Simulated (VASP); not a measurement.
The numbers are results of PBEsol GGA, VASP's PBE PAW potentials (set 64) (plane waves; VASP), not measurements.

VASP ran on this input.

**INCAR**
```
SYSTEM = CsI
PREC = Accurate
ENCUT = 520
EDIFF = 1E-7
NELM = 100
ALGO = Normal
LREAL = .FALSE.
LASPH = .TRUE.
ISMEAR = 0
SIGMA = 0.05
GGA = PS
LMAXMIX = 4
LWAVE = .FALSE.
LCHARG = .FALSE.
ISIF = 2
```

File KPOINTS:
```
Automatic mesh
0
G
 6 6 6
0 0 0
```

**POSCAR**
```
CsI
1.0
  4.5615231293   0.0000000000   0.0000000000
  0.0000000000   4.5615231293   0.0000000000
  0.0000000000   0.0000000000   4.5615231293
Cs I
1 1
Cartesian
  0.0000000000   0.0000000000   0.0000000000
  2.2807615647   2.2807615647   2.2807615647
```

POTCAR, in this order: Cs_sv I (PBE.64 set). Program: vasp_std.

The resulting files:

File OSZICAR:
```
       N       E                     dE             d eps       ncg     rms          rms(c)
DAV:   1     0.943233241886E+02    0.94323E+02   -0.63570E+03   480   0.111E+03
DAV:   2     0.209536703908E+01   -0.92228E+02   -0.86344E+02   728   0.163E+02
DAV:   3    -0.579178094989E+01   -0.78871E+01   -0.78599E+01   588   0.557E+01
DAV:   4    -0.590550412342E+01   -0.11372E+00   -0.11370E+00   588   0.818E+00
DAV:   5    -0.590686250312E+01   -0.13584E-02   -0.13583E-02   600   0.961E-01    0.138E+00
DAV:   6    -0.579378835832E+01    0.11307E+00   -0.15068E-01   524   0.186E+00    0.996E-01
DAV:   7    -0.576879229968E+01    0.24996E-01   -0.11833E-01   544   0.169E+00    0.491E-01
DAV:   8    -0.577082477949E+01   -0.20325E-02   -0.80170E-03   536   0.579E-01    0.753E-02
DAV:   9    -0.577107880690E+01   -0.25403E-03   -0.69339E-04   576   0.174E-01    0.611E-02
DAV:  10    -0.577114388002E+01   -0.65073E-04   -0.10316E-04   540   0.640E-02    0.120E-02
DAV:  11    -0.577114242744E+01    0.14526E-05   -0.32745E-05   544   0.294E-02    0.412E-03
DAV:  12    -0.577114271613E+01   -0.28870E-06   -0.30420E-06   564   0.115E-02    0.139E-03
DAV:  13    -0.577114276329E+01   -0.47155E-07   -0.11145E-07   404   0.237E-03
   1 F= -.57711428E+01 E0= -.57711428E+01  d E =-.232280E-14
```

### OUTCAR
```
------------------------ aborting loop because EDIFF is reached ----------------------------------------
  FORCE on cell =-STRESS in cart. coord.  units (eV):
  Direction    XX          YY          ZZ          XY          YZ          ZX
  --------------------------------------------------------------------------------------
  Total       -0.2253704     -0.2253704     -0.2253704      0.0000000     -0.0000000      0.0000000
  in kB       -3.8043273     -3.8043273     -3.8043273      0.0000000     -0.0000000      0.0000000
  external PRESSURE =      -3.8043273 kB  Pullay stress =       0.0000000 kB
  volume of cell :       94.91
      direct lattice vectors                 reciprocal lattice vectors
     4.561523129  0.000000000  0.000000000     0.219225020  0.000000000  0.000000000
     0.000000000  4.561523129  0.000000000     0.000000000  0.219225020  0.000000000
     0.000000000  0.000000000  4.561523129     0.000000000  0.000000000  0.219225020
 POSITION                                       TOTAL-FORCE (eV/Angst)
 -----------------------------------------------------------------------------------
      0.00000      0.00000      0.00000         0.000000      0.000000      0.000000
      2.28076      2.28076      2.28076         0.000000      0.000000      0.000000
 -----------------------------------------------------------------------------------
    total drift:                               -0.000000      0.000000      0.000000
  FREE ENERGIE OF THE ION-ELECTRON SYSTEM (eV)
  ---------------------------------------------------
  free  energy   TOTEN  =        -5.7711427633 eV

  energy  without entropy=       -5.7711427633  energy(sigma->0) =       -5.77114276
```
(Selected blocks of OUTCAR.)

The compound is CsI in the CsCl type structure. This cell is one point of a volume scan, at 1.03 of the reference volume.
